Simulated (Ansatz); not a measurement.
Predict the output of the script below (Ansatz's Python interface).

The script reads `hfo2.xyz`:
```text
3
Lattice="0.0 2.5575 2.5575 2.5575 0.0 2.5575 2.5575 2.5575 0.0" Properties=species:S:1:pos:R:3 pbc="T T T"
Hf    0.00000000    0.00000000    0.00000000
O     1.27875000    1.27875000    1.27875000
O     3.83625000    3.83625000    3.83625000
```

The script, `run_defect.py`:
```python
"""A vacancy in a supercell of HfO2, against the perfect cell."""

import ansatz as az
import numpy as np

crystal = az.Crystal.from_extxyz("hfo2.xyz")
host = crystal.supercell(2, 2, 1)
defective = host.vacancy("Hf", at=(0.0, 0.0, 0.0))

def with_settings(structure):
    return (
        structure.calculation()
        .functional("pbe")
        .kpoints(4, 4, 4)
        .occupations("gaussian", width=0.02)
        .band_table()
    )


perfect = with_settings(host).run(threads=1, backend="cpu").report
base = (
    with_settings(defective)
    .relax(force_tolerance=0.05, max_steps=40)
)
outcome = base.run(threads=1, backend="cpu")
r = outcome.report

n_host, n_defect = len(perfect["lattice"]["sites"]), len(r["lattice"]["sites"])
print(f"perfect cell: {n_host} atoms, F = {perfect['free_energy_ev']:.4f} eV")
print(f"defect cell:  {n_defect} atoms, F = {r['free_energy_ev']:.4f} eV")
# chemical potentials are still to be added to this difference
print(f"difference {r['free_energy_ev'] - perfect['free_energy_ev']:.4f} eV (no chemical potentials)")

for site in outcome.lattice.sites:
    print(f"{site.symbol:2s}", " ".join(f"{v:8.4f}" for v in site.position_ang))

start = np.array([site.position for site in defective.resolved().sites])
step = np.array([site.position_frac for site in outcome.lattice.sites]) - start
moved = np.linalg.norm((step - np.round(step)) @ outcome.lattice.cell_ang, axis=1)
print("relaxation by atom (A):", " ".join(f"{site.symbol}:{d:.3f}" for site, d in zip(outcome.lattice.sites, moved)))
```

```console
$ python run_defect.py
DeckWarning: basis.ecutwfc = 420 eV, auto-derived from the records' recommended cutoffs: set by Hf (normal level)
DeckWarning: basis.ecutwfc = 420 eV, auto-derived from the records' recommended cutoffs: set by O (normal level)
perfect cell: 12 atoms, F = -67445.6289 eV
defect cell:  11 atoms, F = -51708.2629 eV
difference 15737.3660 eV (no chemical potentials)
O    1.2788   1.2788   1.4301
O    3.8363   3.8363   3.8789
Hf   2.5575   0.0000   2.5575
O    3.7661   1.3489   3.7794
O    6.3236   3.9064   6.4506
Hf  -0.0000   2.5575   2.5575
O    1.3489   3.7661   3.7794
O    3.9064   6.3236   6.4506
Hf   2.5575   2.5575   5.1150
O    3.8363   3.8363   6.3511
O    6.3937   6.3937   8.7999
relaxation by atom (A): O:0.151 O:0.043 Hf:0.000 O:0.114 O:0.114 Hf:0.000 O:0.114 O:0.114 Hf:0.000 O:0.043 O:0.151
```
(Warnings from the package without file and line.)

Notes:
- Absolute energies stand on the zero of these potentials, so only differences at equal settings mean something. A total without «per atom» is that of the cell as typed.
- The run is spin-unpolarised.
- Extra carriers fill band states at a few k-points, so forces and energy hang on the mesh.
- The relaxation stopped at 0.030 eV/Å, so the energy gained is a lower bound and displacements are uncertain.
- The difference holds no chemical potentials.
- This is a high-temperature or high-pressure form, not the ambient phase.
- Spin-orbit coupling, which matters for elements this heavy, is left out.
- The structure is a deposited one; some such entries were measured under pressure or heat, so a shift against it needn't be the functional's error alone.
- The supercell is small, so the defect meets its images and the energies aren't those of an isolated defect; a partly filled defect level may also lower its energy by spin or distortion. For a charged cell the difference holds no correction, alignment or term for the electrons' reservoir.
- Finished in 49 s on 1 thread of Intel(R) Xeon(R) Processor @ 2.30GHz, on a shared host, peak memory 0.7 GiB.
